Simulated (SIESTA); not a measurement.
## CuCl2 under changes of volume

One of the cells (29.413 Å³/atom); the others are scaled copies at fixed shape and fractional positions:

```xyz
3
Lattice="4.5206 0.0000 0.0000 0.0000 4.5206 0.0000 0.0000 0.0000 4.3177" Properties=species:S:1:pos:R:3 pbc="T T T"
Cu    0.0000    0.0000    0.0000
Cl    0.0000    2.2603    0.0000
Cl    2.2603    0.0000    0.0000
```

Measurements of this composition are mostly on another form, of space group No. 12.

```yaml
Program: SIESTA 5.4.2
Functional: LDA
Potentials_or_basis: PseudoDojo 0.4 standard (LDA files)
Basis: DZP (energy shift 0.003 Ry; two zetas on semicore shells)
Grid_cutoff: 800 Ry
Energy_shift: 0.003 Ry
k_mesh: 6 × 6 × 6
Occupations: fermi-dirac, width 0.05 eV
Spin: no spin polarisation
```

| volume (Å³/atom) | energy over the lowest point (meV/atom) | pressure (GPa) |
| --- | --- | --- |
| 27.648 | 0.00 | -0.2 |
| 28.236 | 2.35 | -1.1 |
| 28.824 | 7.89 | -1.9 |
| 29.413 | 16.27 | -2.6 |
| 30.001 | 27.09 | -3.2 |
| 30.589 | ? | ? |
| 31.177 | 54.90 | -4.3 |

**Question.** What does the run at 30.589 Å³/atom give?

**Answer.** Energy over the lowest point 40.05 meV/atom; pressure -3.8 GPa.

Worked out: A Birch-Murnaghan fit of order 3 (a polynomial in V^(-2/3)) to the other rows has its minimum at 27.55 Å³/atom, just outside them, with B0 = V·E''(V) = 48 GPa and B' = 5.2 at fixed shape and positions, which overstates the stiffness. It gives 40.06 meV/atom at 30.589 Å³/atom, against the run's 40.05, and -dE/dV = -3.8 GPa, against -3.8.

Energies are extrapolated to zero smearing.

Caveats: short orbitals over semicore shells can move pressures by several GPa; the basis of atomic orbitals isn't converged, which shifts pressures, moduli and gaps; an odd number of electrons without spin polarisation forces a metal; a magnetic or distorted state may lie lower; the run has no spin polarisation, though such a crystal can be magnetic.
